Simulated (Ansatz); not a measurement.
**C: what symmetry allows forces and stress to be**

```
C
1.0
     0.02265    1.88926    1.78226
     1.84350    0.06841    1.73650
     1.91191    1.91191    0.00000
C
2
Cartesian
  1.8711 1.9527 1.7064
  2.8515 2.8842 2.6920
```

The calculation used DFT PBE, scalar-relativistic, plane waves, PAW (Ansatz).

Plane waves to 420 eV, a k mesh through Γ of 12×12×12 on the computed 2-atom cell and Gaussian smearing (0.02 eV); no spin polarisation.

This distorted cell has space group C2/m, with 4 operations.

Problem. Without a calculation: in which directions can each atom feel a force?

Solution. A force must be left unchanged by every operation that keeps its atom in place, so it lies in the space that those operations leave fixed. Atoms that the group maps onto each other feel forces of one size.
```json
{"atom": "C1", "site symmetry": "m", "operations at the site": "2", "equivalent to atom": "1", "allowed force (Cartesian)": "in the plane normal to (0.71, 0.71, 0.00)"}
{"atom": "C2", "site symmetry": "m", "operations at the site": "2", "equivalent to atom": "1", "allowed force (Cartesian)": "in the plane normal to (0.71, 0.71, 0.00)"}
```

That leaves 2 independent force components of 6. A relaxation in this cell that keeps the symmetry moves the atoms in these directions alone.

Problem. And the stress tensor?

Solution. It must be invariant under the point group, which leaves 4 independent components: xx = yy. Further linear relations between components hold in this frame.

Problem. Do the computed values obey this?

Solution. Yes. Forces (eV/Å):
```
C1   1.944 -1.944  3.759
C2  -1.944  1.944 -3.759
```

Stress (GPa, compression positive, xx yy zz yz xz xy): -31.40 -31.40 11.75 -18.38 18.38 -24.12. The program imposes the same operations on density, forces and stress, so this confirms the analysis and is no independent test of the calculation.